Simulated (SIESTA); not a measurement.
Crystal: Sn.

```
Sn
1.0
    -1.89465    1.89465    1.89465
     1.89465   -1.89465    1.89465
     1.89465    1.89465   -1.89465
Sn
1
Direct
  0.00000 0.00000 0.00000
```

This isn't the form of Sn at room conditions, which is tetragonal (white tin).

* Program: SIESTA 5.4.2
* Task: single point
* Functional: PBE
* Potentials or basis: PseudoDojo 0.4 standard (PBE files)
* Basis: DZP (energy shift 0.003 Ry; two zetas on semicore shells)
* Grid cutoff: 500 Ry
* Energy shift: 0.003 Ry
* k mesh: 10 × 10 × 10
* Occupations: fermi-dirac, width 0.05 eV
* Spin: no spin polarisation

On this cell: pressure 1.5 GPa; band gap on the k mesh none (metal or under the smearing width).

The same run follows on a disturbed copy (cell strained at random at fixed volume):

```
CELL_PARAMETERS angstrom
-1.87793 1.89840 1.91025
1.89462 -1.86981 1.89834
1.88740 1.87928 -1.88166
ATOMIC_POSITIONS crystal
Sn 0.00960 0.00631 0.99674
```

Question: What does the disturbed cell give?

Answer: The energy (extrapolated to zero smearing) moves by -0.6 meV/atom; pressure 1.5 GPa; band gap on the k mesh none (metal or under the smearing width).

Stress tensor (GPa, compression positive):
```
1.37 0.14 0.15
0.14 1.30 0.17
0.15 0.17 1.91
```

Caveats: the basis of atomic orbitals isn't converged, which shifts pressures, moduli and gaps.
